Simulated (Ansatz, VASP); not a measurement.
This is a calculation of Ge (Germanium) for Ansatz 0.2.0. 

input.yaml

```yaml
crystal:
  lattice:
    - [0.0, 2.82891, 2.82891]
    - [2.82891, 0.0, 2.82891]
    - [2.82891, 2.82891, 0.0]
  atoms:
    - { symbol: Ge, position: [0.75, 0.75, 0.75] }
    - { symbol: Ge, position: [0.5, 0.5, 0.5] }
hamiltonian:
  xc: blyp
  pseudopotentials: { kind: paw }
kpoints:
  mp_grid: { grid: [8, 8, 8] }
scf:
  occupations: { method: fermi_dirac, width: 0.05 }
output:
  forces: true
  stress: true
relax:
  f_tol: 0.01
  max_steps: 40
  cell: { stress_tol: 0.05 }
```

Potentials or basis: Ansatz PAW.

Command:

```bash
$ ansatz run input.yaml --threads 2 --pin off --max-ram 5632MiB --backend cpu --events-out ev --progress --plain --runs-dir out
```

Question: What does the same run look like in VASP 6.6.1? Potentials or basis there: PBE PAW files Ge_d, 600 eV.

Answer: As run (cutoffs and basis follow the program's own potentials, and thresholds, step limits or extra output files can differ):

File INCAR:

```
AGGAC = 1.0
AGGAX = 1.0
ALDAC = 0.0
ALDAX = 1.0
ALGO = Fast
EDIFF = 1E-6
EDIFFG = -0.02
ENCUT = 600
GGA = B5
IBRION = 2
ISIF = 3
ISMEAR = -1
LASPH = True
LCHARG = False
LREAL = False
LWAVE = False
NELM = 80
NSW = 40
PREC = Accurate
SIGMA = 0.05
```

File KPOINTS:

```
k-points
0
Gamma
  8 8 8
```

File POSCAR:

```
Ge
1.0
    0.0000000000      2.8289100000      2.8289100000
    2.8289100000      0.0000000000      2.8289100000
    2.8289100000      2.8289100000      0.0000000000
Ge
2
Direct
    0.7500000000      0.7500000000      0.7500000000
    0.5000000000      0.5000000000      0.5000000000
```

Potentials or basis: VASP PAW PBE potentials, release 64 (Ge_d).

The run is started by

```console
$ cat potpaw_PBE.64/Ge_d/POTCAR > POTCAR
$ mpirun -np 1 vasp_std > vasp.out
```

Both were run:

|  | Ansatz | VASP |
| --- | --- | --- |
| Relaxed volume | 25.45 Å³/atom | 25.60 Å³/atom |
| Relaxed cell | a = 4.160 Å, b = 4.160 Å, c = 4.160 Å, α = 60.00°, β = 60.00°, γ = 60.00° | a = 4.168 Å, b = 4.168 Å, c = 4.168 Å, α = 60.00°, β = 60.00°, γ = 60.00° |
| Space group after relaxing | Fd-3m (No. 227) | Fd-3m (No. 227) |
| Pressure after relaxing | 0.0 GPa | -0.1 GPa |

Ansatz's pressure holds a Pulay term of +0.03 GPa for its cutoff of 420 eV, which the other run lacks.

Ansatz's potentials were made for PBE. VASP's potentials were made for PBE.

Where Ansatz's input types no cutoff or centring, it takes its own default and a Γ-centred mesh.

Pressure is positive in compression.
